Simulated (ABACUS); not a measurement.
Runs of ABACUS 3.10.1 on InAs. The structure is cubic, space group F-43m (No. 216). The conventional cell has a = 6.036 Å, b = 6.036 Å, c = 6.036 Å, α = 90.00°, β = 90.00°, γ = 90.00°. Around In (site symmetry -43m) lie 4 As at 2.61 Å. Around As (site symmetry -43m) lie 4 In at 2.61 Å. 

| task | level | potentials or basis | cell | k mesh | cutoff (eV) | SCF threshold on the density | eigensolver | symmetry key | threshold of the eigensolver | path | mesh quality | gap on the mesh (eV) | pressure (GPa) | relaxed volume (Å³/atom) |
| --- | --- | --- | --- | --- | --- | --- | --- | --- | --- | --- | --- | --- | --- | --- |
| single point | PBE | PseudoDojo NC SR 0.4.1 PBE standard, DZP LCAO (the cutoffs set its grid) | as given | 8 × 8 × 8 | 1361 | 1e-07 | genelpa | 1 | - | - | not flagged | none | 5.1 | - |
| single point | PBE | SPMS ONCV 1.0 PBE, TZDP LCAO (the cutoffs set its grid) | as given | 7 × 7 × 7 | 1361 | 1e-07 | genelpa | 1 | - | - | not flagged | none | (a) | - |
| single point | PBE | PseudoDojo NC SR 0.4.1 PBE standard, DZP LCAO (the cutoffs set its grid) | as given | 7 × 7 × 7 | 1361 | 1e-07 | genelpa | 1 | - | - | not flagged | none | 5.1 | - |
| relaxation of cell and atoms | rSCAN | SG15 ONCV 1.2 PBE, plane waves | relaxed | 5 × 5 × 5 | 1320 | 1e-08 | dav | 1 | - | - | coarse | none | 0.1 | 28.38 |
| single point | r2SCAN | SG15 ONCV 1.2 PBE, plane waves | as given | 5 × 5 × 5 | 1320 | 1e-08 | dav | 1 | - | - | coarse | none | 2.0 | - |
| relaxation of cell and atoms | WC | GBRV ultrasoft 1.5 PBEsol, plane waves | relaxed | 6 × 6 × 6 | 544 | 1e-08 | dav | 1 | - | - | not flagged | none | 0.0 | (b) |
| single point | LDA | PseudoDojo NC SR 0.4.1 LDA stringent, DZP LCAO (the cutoffs set its grid) | as given | 7 × 7 × 7 | 1361 | 1e-07 | genelpa | 1 | - | - | not flagged | none | 0.6 | - |
| single point | rSCAN | SG15 ONCV 1.2 PBE, plane waves | as given | 5 × 5 × 5 | 1320 | 1e-08 | dav | 1 | - | - | coarse | none | 2.0 | - |
| single point | PW91 | PseudoDojo NC SR 0.5 PBE standard, plane waves | as given | 6 × 6 × 6 | 1143 | 1e-08 | dav | 1 | - | - | not flagged | none | 4.2 | - |

Alike in all rows: no spin polarisation; smearing fermi-dirac 0.05 eV.

**Question.** Fill in the values left out.

**Answer.** (a) 5.0; (b) 28.08.

Caveats: some runs use coarse meshes; the potentials were made for another functional, which shifts forces and pressure (some runs); this crystal is a semiconductor, whose small gap the functional closes, so the metal is an error of the method (some runs); the atomic orbitals were generated for these runs and aren't a published set (some runs); the basis of atomic orbitals isn't converged, which shifts pressures, moduli and gaps (some runs).

A k mesh can miss the band edges, and the runs leave out spin-orbit coupling on As, In.

A gap of «none» marks a metal or a gap under the smearing width.

Not every run made on this cell is shown here.
